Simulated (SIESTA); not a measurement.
**Si under changes of volume**

One of the cells (14.961 Å³/atom); the others are scaled copies at fixed shape and fractional positions:

```
Si
1.0
     2.63790    0.00000    0.00000
    -1.31895    2.28449    0.00000
     0.00000    0.00000    2.48269
Si
1
Cartesian
  0.0000 0.0000 0.0000
```

This isn't the form of Si at room conditions, which is diamond.

| Item | Value |
| --- | --- |
| Program | SIESTA 5.4.2 |
| Functional | PBE |
| Potentials or basis | PseudoDojo 0.4 standard (PBE files) |
| Basis | DZP (energy shift 0.002 Ry) |
| Grid cutoff | 500 Ry |
| Energy shift | 0.002 Ry |
| k mesh | 12 × 12 × 11 |
| Occupations | fermi-dirac, width 0.05 eV |
| Spin | no spin polarisation |

```tsv
volume (Å³/atom)	energy over the lowest point (meV/atom)	pressure (GPa)
13.788	48.39	12.5
14.081	28.45	9.3
14.375	?	?
14.961	0.53	1.4
15.255	0.00	-0.7
15.548	3.16	-2.6
```

Question: What does the run at 14.375 Å³/atom give?

Answer: Energy over the lowest point 14.22 meV/atom; pressure 6.3 GPa.

Worked out: A Birch-Murnaghan fit of order 3 (a polynomial in V^(-2/3)) to the other rows has its minimum at 15.14 Å³/atom with B0 = V·E''(V) = 107 GPa and B' = 4.8 at fixed shape and positions, which overstates the stiffness. It gives 14.19 meV/atom at 14.375 Å³/atom, against the run's 14.22, and -dE/dV = 6.3 GPa, against 6.3.

Energies are extrapolated to zero smearing.

Caveats: the basis of atomic orbitals isn't converged, which shifts pressures, moduli and gaps.
